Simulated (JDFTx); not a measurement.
# Cl (Cmce) in JDFTx: equation of state, part 2 of 2

JDFTx 1.7.0 (patched build). The steps go on from the part before.

### Step 3. Equation of state, PBEsol, 27.89 Å³/atom (volume scaled by 0.96)

Cl.in

```
lattice \
    5.8628654552     5.8628654552     0.0000000000 \
   -4.1944188472     4.1944188472     0.0000000000 \
    0.0000000000     0.0000000000    15.3049683267
coords-type Lattice
ion Cl     0.3700000000     0.6300000000     0.4000000000 1
ion Cl     0.1300000000     0.8700000000     0.9000000000 1
ion Cl     0.6300000000     0.3700000000     0.6000000000 1
ion Cl     0.8700000000     0.1300000000     0.1000000000 1

ion-species pseudo/Cl.upf
elec-cutoff 29 232
elec-ex-corr gga-PBEsol
kpoint-folding 7 7 4
elec-smearing Fermi 0.0018374661
elec-n-bands 21
electronic-SCF nIterations 100 energyDiffThreshold 1e-09
electronic-minimize nIterations 30 energyDiffThreshold 1e-7
forces-output-coords Cartesian

dump-name run.$VAR
dump End Ecomponents EigStats BandEigs Kpoints Forces Stress ElecDensity Dtot KEdensity
```

Potentials or basis: PseudoDojo-SR-PBEsol-0.4.1-standard with smoothed tails.

The run is started by

```sh
jdftx -c 1 -i Cl.in -o Cl.out
```

The log of the run:

```text
*************** JDFTx 1.7.0 (patched build) ***************

Input parsed successfully to the following command list (including defaults):
[... the input with its defaults ...]

---------- Setting up symmetries ----------

Found 8 point-group symmetries of the bravais lattice
Found 8 space-group symmetries with basis
Applied RMS atom displacement 5.30998e-17 bohrs to make symmetries exact.

---------- Initializing the Grid ----------
R =
[      5.86287      5.86287            0  ]
[     -4.19442      4.19442            0  ]
[            0            0       15.305  ]
unit cell volume = 752.739
G =
[   0.535846  -0.748994          0  ]
[   0.535846   0.748994         -0  ]
[         -0          0   0.410532  ]
Minimum fftbox size, Smin = [  52  52  108  ]
Chosen fftbox size, S = [  54  54  108  ]

---------- Initializing tighter grid for wavefunction operations ----------
R =
[      5.86287      5.86287            0  ]
[     -4.19442      4.19442            0  ]
[            0            0       15.305  ]
unit cell volume = 752.739
G =
[   0.535846  -0.748994          0  ]
[   0.535846   0.748994         -0  ]
[         -0          0   0.410532  ]
Minimum fftbox size, Smin = [  36  36  76  ]
Chosen fftbox size, S = [  36  36  80  ]

---------- Exchange Correlation functional ----------
Initalized PBEsol GGA exchange.
Initalized PBEsol GGA correlation.

---------- Setting up pseudopotentials ----------
Width of ionic core gaussian charges (only for fluid interactions / plotting) set to 0

Reading pseudopotential file 'pseudo/Cl.upf':
  'Cl' pseudopotential, 'PBESOL' functional
  Generated using ONCVPSP code by D. R. Hamann
  7 valence electrons, 2 orbitals, 6 projectors, 1001 radial grid points, with lMax = 2
    3S    l: 0   occupation:  2.0   eigenvalue: -0.757712
    3P    l: 1   occupation:  5.0   eigenvalue: -0.314633
  Core radius for overlap checks: 1.71 bohrs.

Initialized 1 species with 4 total atoms.

Folded 1 k-points by 7x7x4 to 196 k-points.

---------- Setting up k-points, bands, fillings ----------
Reduced to 48 k-points under symmetry.
Computing the number of bands and number of electrons
Calculating initial fillings.
nElectrons:  28.000000   nBands: 21   nStates: 48

----- Setting up reduced wavefunction bases (one per k-point) -----
average nbasis = 5614.801 , ideal nbasis = 5614.811

---------- Setting up ewald sum ----------
Optimum gaussian width for ewald sums = 2.880369 bohr.
Real space sum over 1183 unit cells with max indices [  6  6  3  ]
Reciprocal space sum over 2541 terms with max indices [  5  5  10  ]

---------- Allocating electronic variables ----------
Initializing wave functions:  linear combination of atomic orbitals
Note: number of bands (21) exceeds available atomic orbitals (16)
Cl pseudo-atom occupations:   s ( 2 )  p ( 5 )
	FillingsUpdate:  mu: +0.070627685  nElectrons: 28.000000
LCAOMinimize: Iter:   0  F: -59.9107192901170293  |grad|_K:  1.028e-03  alpha:  1.000e+00
	FillingsUpdate:  mu: +0.075587420  nElectrons: 28.000000
LCAOMinimize: Iter:   1  F: -59.9194027436654792  |grad|_K:  9.369e-05  alpha:  7.477e-01  linmin:  3.469e-02  cgtest: -3.236e-01
	FillingsUpdate:  mu: +0.075424791  nElectrons: 28.000000
[... 5 lines of inner loops ...]
LCAOMinimize: Encountered beta<0, resetting CG.
	FillingsUpdate:  mu: +0.075248401  nElectrons: 28.000000
LCAOMinimize: Iter:   5  F: -59.9194905905406046  |grad|_K:  1.424e-08  alpha:  9.052e-01  linmin:  2.085e-03  cgtest: -8.882e-03
LCAOMinimize: Converged (|Delta F|<1.000000e-06 for 2 iters).

-------- Electronic minimization -----------
Will mix electronic density at each iteration.
	FillingsUpdate:  mu: +0.075248401  nElectrons: 28.000000
	FillingsUpdate:  mu: +0.069799531  nElectrons: 28.000000
SCF: Cycle:  0   F: -60.038895149101492   dF: -1.194e-01   |Residual|: 1.851e-01   |deigs|: 1.386e-01
	FillingsUpdate:  mu: +0.074425171  nElectrons: 28.000000
SCF: Cycle:  1   F: -60.078940683877654   dF: -4.005e-02   |Residual|: 8.339e-02   |deigs|: 1.150e-02
	FillingsUpdate:  mu: +0.077209337  nElectrons: 28.000000
SCF: Cycle:  2   F: -60.086261869731274   dF: -7.321e-03   |Residual|: 2.426e-02   |deigs|: 5.794e-03
	FillingsUpdate:  mu: +0.076717070  nElectrons: 28.000000
SCF: Cycle:  3   F: -60.086476094837799   dF: -2.142e-04   |Residual|: 1.126e-02   |deigs|: 1.496e-03
	FillingsUpdate:  mu: +0.077232024  nElectrons: 28.000000
SCF: Cycle:  4   F: -60.086679997586081   dF: -2.039e-04   |Residual|: 1.936e-03   |deigs|: 8.829e-04
	FillingsUpdate:  mu: +0.077395995  nElectrons: 28.000000
SCF: Cycle:  5   F: -60.086686808099763   dF: -6.811e-06   |Residual|: 4.887e-04   |deigs|: 1.859e-04
	FillingsUpdate:  mu: +0.077397088  nElectrons: 28.000000
SCF: Cycle:  6   F: -60.086689171135681   dF: -2.363e-06   |Residual|: 1.330e-04   |deigs|: 7.193e-05
	FillingsUpdate:  mu: +0.077402418  nElectrons: 28.000000
SCF: Cycle:  7   F: -60.086690138425283   dF: -9.673e-07   |Residual|: 1.724e-04   |deigs|: 5.770e-05
	FillingsUpdate:  mu: +0.077406152  nElectrons: 28.000000
SCF: Cycle:  8   F: -60.086690596717283   dF: -4.583e-07   |Residual|: 8.452e-05   |deigs|: 5.042e-05
	FillingsUpdate:  mu: +0.077397138  nElectrons: 28.000000
SCF: Cycle:  9   F: -60.086690795033867   dF: -1.983e-07   |Residual|: 3.439e-05   |deigs|: 4.711e-05
	FillingsUpdate:  mu: +0.077398332  nElectrons: 28.000000
SCF: Cycle: 10   F: -60.086690886647318   dF: -9.161e-08   |Residual|: 3.185e-05   |deigs|: 4.083e-05
	FillingsUpdate:  mu: +0.077398187  nElectrons: 28.000000
SCF: Cycle: 11   F: -60.086690929419859   dF: -4.277e-08   |Residual|: 4.699e-05   |deigs|: 3.667e-05
	FillingsUpdate:  mu: +0.077398586  nElectrons: 28.000000
SCF: Cycle: 12   F: -60.086690948283177   dF: -1.886e-08   |Residual|: 8.715e-05   |deigs|: 3.424e-05
	FillingsUpdate:  mu: +0.077397843  nElectrons: 28.000000
SCF: Cycle: 13   F: -60.086690960069106   dF: -1.179e-08   |Residual|: 7.031e-05   |deigs|: 3.404e-05
	FillingsUpdate:  mu: +0.077397742  nElectrons: 28.000000
SCF: Cycle: 14   F: -60.086690966409996   dF: -6.341e-09   |Residual|: 5.093e-05   |deigs|: 2.963e-05
	FillingsUpdate:  mu: +0.077398122  nElectrons: 28.000000
SCF: Cycle: 15   F: -60.086690966128309   dF: +2.817e-10   |Residual|: 8.265e-05   |deigs|: 2.736e-05
	FillingsUpdate:  mu: +0.077396163  nElectrons: 28.000000
SCF: Cycle: 16   F: -60.086690971861941   dF: -5.734e-09   |Residual|: 2.958e-05   |deigs|: 7.767e-05
	FillingsUpdate:  mu: +0.077395879  nElectrons: 28.000000
SCF: Cycle: 17   F: -60.086690972206597   dF: -3.447e-10   |Residual|: 2.776e-05   |deigs|: 3.334e-05
	FillingsUpdate:  mu: +0.077395441  nElectrons: 28.000000
SCF: Cycle: 18   F: -60.086690972506645   dF: -3.000e-10   |Residual|: 2.189e-05   |deigs|: 1.847e-05
SCF: Converged (|Delta E|<1.000000e-09 for 2 iters).

Setting wave functions to eigenvectors of Hamiltonian

# Stress tensor in Cartesian coordinates [Eh/a0^3]:
[  -1.0587e-05            0            0  ]
[            0  2.78654e-06            0  ]
[            0            0 -1.14097e-05  ]

# Ionic positions in lattice coordinates:
ion Cl   0.370000000000000   0.630000000000000   0.400000000000000 1
ion Cl   0.130000000000000   0.870000000000000   0.900000000000000 1
ion Cl   0.630000000000000   0.370000000000000   0.600000000000000 1
ion Cl   0.870000000000000   0.130000000000000   0.100000000000000 1

# Forces in Cartesian coordinates:
force Cl  -0.000000000000000   0.002324973511992  -0.006574516678689 1
force Cl  -0.000000000000000  -0.002324973511992  -0.006574516678689 1
force Cl  -0.000000000000000  -0.002324973511992   0.006574516678689 1
force Cl   0.000000000000000   0.002324973511992   0.006574516678689 1

# Energy components:
   Eewald =      -45.9140536055566315
       EH =       12.2064835594069194
     Eloc =      -45.1702008929663208
      Enl =        8.9565925640164874
      Exc =      -17.6164145034030817
 Exc_core =        5.3431154864165666
       KE =       22.1077864195796678
-------------------------------------
     Etot =      -60.0866909725063891
       TS =        0.0000000000002525
-------------------------------------
        F =      -60.0866909725066449

IonicMinimize: Iter:   0  F: -60.086690972506645  |grad|_K:  4.026e-03
IonicMinimize: None of the convergence criteria satisfied after 0 iterations.

#--- Lowdin population analysis ---
# oxidation-state Cl +0.050 +0.050 +0.050 +0.050

Dumping 'run.eigStats' ...
	eMin: -0.591455 at state 0 ( [ +0.000000 +0.000000 +0.000000 ] spin 0 )
	HOMO: +0.029825 at state 45 ( [ +0.428571 -0.428571 +0.000000 ] spin 0 )
	mu  : +0.077395
	LUMO: +0.123624 at state 3 ( [ +0.000000 +0.142857 +0.000000 ] spin 0 )
	eMax: +0.421575 at state 18 ( [ +0.142857 +0.428571 +0.000000 ] spin 0 )
	HOMO-LUMO gap: +0.093799
	Optical gap  : +0.096062 at state 0 ( [ +0.000000 +0.000000 +0.000000 ] spin 0 )
Done!
[note: mu as printed may lie anywhere between the filled and the empty levels]
```

It took 2.4 min on 1 thread of Intel Xeon 6975P-C (Granite Rapids), shared host; peak memory 0.5 GiB.

Results:

```
Free energy            : -1635.0422 eV
Pressure               : 0.2 GPa
Largest force          : 0.359 eV/Å
Band gap on the k mesh : 2.55 eV, indirect (least direct gap 2.61 eV)
```

Caveat: an odd mesh through Γ misses points on the zone boundary, where band edges often lie.

### Step 4. Equation of state, PBEsol, 28.47 Å³/atom (volume scaled by 0.98)

Edit Cl.in of step 3 so:

```diff
@@ -1,5 +1,5 @@
 lattice \
-    5.8628654552     5.8628654552     0.0000000000 \
-   -4.1944188472     4.1944188472     0.0000000000 \
-    0.0000000000     0.0000000000    15.3049683267
+    5.9033002879     5.9033002879     0.0000000000 \
+   -4.2233467879     4.2233467879     0.0000000000 \
+    0.0000000000     0.0000000000    15.4105231680
 coords-type Lattice
```

The run is started by

```sh
jdftx -c 1 -i Cl.in -o Cl.out
```

It took 2.6 min on 1 thread of Intel Xeon 6975P-C (Granite Rapids), shared host; peak memory 0.51 GiB.

Results (log left out):

| Property | Result |
| --- | --- |
| Free energy | -1635.0409 eV |
| Pressure | -0.4 GPa |
| Largest force | 0.133 eV/Å |
| Band gap on the k mesh | 2.48 eV, indirect (least direct gap 2.54 eV) |

Caveat: an odd mesh through Γ misses points on the zone boundary, where band edges often lie.

### Step 5. Equation of state, PBEsol, 29.05 Å³/atom

Edit Cl.in of step 4 so:

```diff
@@ -1,5 +1,5 @@
 lattice \
-    5.9033002879     5.9033002879     0.0000000000 \
-   -4.2233467879     4.2233467879     0.0000000000 \
-    0.0000000000     0.0000000000    15.4105231680
+    5.9431886619     5.9431886619     0.0000000000 \
+   -4.2518837804     4.2518837804     0.0000000000 \
+    0.0000000000     0.0000000000    15.5146514832
 coords-type Lattice
```

The run is started by

```sh
jdftx -c 1 -i Cl.in -o Cl.out
```

It took 2.4 min on 1 thread of Intel Xeon 6975P-C (Granite Rapids), shared host; peak memory 0.52 GiB.

The run converged. Its results:

```
Free energy            : -1635.0315 eV
Pressure               : -0.9 GPa
Largest force          : 0.183 eV/Å
Band gap on the k mesh : 2.41 eV, indirect (least direct gap 2.46 eV)
```

Caveat: an odd mesh through Γ misses points on the zone boundary, where band edges often lie.

### Step 6. Equation of state, PBEsol, 29.63 Å³/atom (volume scaled by 1.02)

Edit Cl.in of step 5 so:

```diff
@@ -1,5 +1,5 @@
 lattice \
-    5.9431886619     5.9431886619     0.0000000000 \
-   -4.2518837804     4.2518837804     0.0000000000 \
-    0.0000000000     0.0000000000    15.5146514832
+    5.9825486744     5.9825486744     0.0000000000 \
+   -4.2800427717     4.2800427717     0.0000000000 \
+    0.0000000000     0.0000000000    15.6174005139
 coords-type Lattice
```

Potentials or basis: PseudoDojo-SR-PBEsol-0.4.1-standard with smoothed tails.

The run is started by

```sh
jdftx -c 1 -i Cl.in -o Cl.out
```

Wall time 2.8 min (1 thread of Intel Xeon 6975P-C (Granite Rapids), shared host); peak memory 0.53 GiB.

It converged, with:

* Free energy: -1635.0148 eV
* Pressure: -1.4 GPa
* Largest force: 0.396 eV/Å
* Band gap on the k mesh: 2.34 eV, indirect (least direct gap 2.39 eV)

Caveat: an odd mesh through Γ misses points on the zone boundary, where band edges often lie.

### Step 7. Equation of state, PBEsol, 30.21 Å³/atom (volume scaled by 1.04)

Edit Cl.in of step 6 so:

```diff
@@ -1,5 +1,5 @@
 lattice \
-    5.9825486744     5.9825486744     0.0000000000 \
-   -4.2800427717     4.2800427717     0.0000000000 \
-    0.0000000000     0.0000000000    15.6174005139
+    6.0213974815     6.0213974815     0.0000000000 \
+   -4.3078360361     4.3078360361     0.0000000000 \
+    0.0000000000     0.0000000000    15.7188150472
 coords-type Lattice
```

The run is started by

```sh
jdftx -c 1 -i Cl.in -o Cl.out
```

It took 2.4 min on 1 thread of Intel Xeon 6975P-C (Granite Rapids), shared host; peak memory 0.53 GiB.

It converged, with:

| Quantity | Value |
| --- | --- |
| Free energy | -1634.9917 eV |
| Pressure | -1.8 GPa |
| Largest force | 0.600 eV/Å |
| Band gap on the k mesh | 2.27 eV, indirect (least direct gap 2.32 eV) |

Caveat: an odd mesh through Γ misses points on the zone boundary, where band edges often lie.

### Step 8. Equation of state, PBEsol, 30.79 Å³/atom (volume scaled by 1.06)

Edit Cl.in of step 7 so:

```diff
@@ -1,5 +1,5 @@
 lattice \
-    6.0213974815     6.0213974815     0.0000000000 \
-   -4.3078360361     4.3078360361     0.0000000000 \
-    0.0000000000     0.0000000000    15.7188150472
+    6.0597513658     6.0597513658     0.0000000000 \
+   -4.3352752219     4.3352752219     0.0000000000 \
+    0.0000000000     0.0000000000    15.8189375877
 coords-type Lattice
```

The run is started by

```sh
jdftx -c 1 -i Cl.in -o Cl.out
```

It took 2.9 min on 1 thread of Intel Xeon 6975P-C (Granite Rapids), shared host; peak memory 0.54 GiB.

It converged, with:

```yaml
Free_energy: -1634.9629 eV
Pressure: -2.2 GPa
Largest_force: 0.793 eV/Å
Band_gap_on_the_k_mesh: 2.20 eV, indirect (least direct gap 2.25 eV)
```

Caveat: an odd mesh through Γ misses points on the zone boundary, where band edges often lie.

### Step 9. Equation of state, PBEsol

Potentials or basis: PseudoDojo-SR-PBEsol-0.4.1-standard with smoothed tails.

This step only gathers the single runs of the series.

What came out:

```yaml
Equilibrium_volume: 28.09 Å³/atom
Bulk_modulus_at_fixed_shape_and_positions: 29 GPa
Pressure_derivative_of_the_bulk_modulus: 4.6
```

Energy against volume, from the lowest point:
```tsv
volume (Å³/atom)	energy (meV/atom)
27.305	1.96
27.886	0.00
28.467	0.32
29.048	2.67
29.629	6.83
30.210	12.60
30.791	19.81
```

Caveat: the cell was scaled at fixed shape and fractional positions, which overstates the stiffness of a crystal with free parameters, most of all of layers and chains.
